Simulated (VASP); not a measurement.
Crystal: AlAs.

```xyz
2
Lattice="0.0000 2.8409 2.8409 2.8409 0.0000 2.8409 2.8409 2.8409 0.0000" Properties=species:S:1:pos:R:3 pbc="T T T"
Al    0.0000    0.0000    0.0000
As    1.4204    1.4204    1.4204
```

Base run:

```yaml
Program: VASP 6.6.1
Functional: PBE
Potentials_or_basis: VASP PAW PBE potentials, release 64 (Al, As)
Cutoff: 520 eV
k_mesh: 6 × 6 × 6
Occupations: gaussian, width 0.03 eV
Spin: no spin polarisation
```

Its results: band gap on the k mesh 1.45 eV, indirect (least direct gap 1.97 eV); pressure 1.9 GPa.

Problem. After a change of settings the same cell gave: band gap on the k mesh 2.76 eV, indirect (least direct gap 3.48 eV); pressure -0.3 GPa. Which change was it?
A. functional from PBE to PBE0
B. functional from PBE to HSE06
C. functional from PBE to PBE-EpsX

Solution. A.

PBE0 gives the wider gap, since exact exchange removes part of the self-interaction.

Caveats: the PAW data sets were made with another functional, which shifts forces and pressure a little (some runs).
